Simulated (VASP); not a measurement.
Te, 3 atoms in the cell. The structure is trigonal, space group P3_121 (No. 152). The conventional cell has a = 4.313 Å, b = 4.313 Å, c = 5.976 Å, α = 90.00°, β = 90.00°, γ = 120.00°. Around Te (site symmetry 2) lie 6 Te at 2.91 to 3.35 Å. 

* Program: VASP 6.6.1
* Task: relaxation of cell and atoms
* Functional: PBE
* Dispersion: D3(BJ)
* Potentials or basis: VASP PAW PBE potentials, release 64 (Te)
* Cutoff: 600 eV
* k mesh: 9 × 9 × 6
* Occupations: gaussian, width 0.03 eV
* Spin: no spin polarisation
* Further INCAR settings: ALGO = Normal; EDIFF = 1e-07; IBRION = 2; EDIFFG = -0.005; NSW = 90; ISIF = 3

Potentials or basis: VASP PAW PBE potentials, release 64 (Te).

Run with:

```bash
$ cat potpaw_PBE.64/Te/POTCAR > POTCAR
$ mpirun -np 4 vasp_std > vasp.out
```

Hardware: 4 MPI ranks on AMD EPYC 7R13 Processor (Zen 3), on a shared host.

How long does it take, and how much memory?

It took 98 s on 4 MPI ranks on AMD EPYC 7R13 Processor (Zen 3) (shared host), peak memory 0.29 GiB a rank. Counts: scf iterations 43, k points 62, ion steps 7.
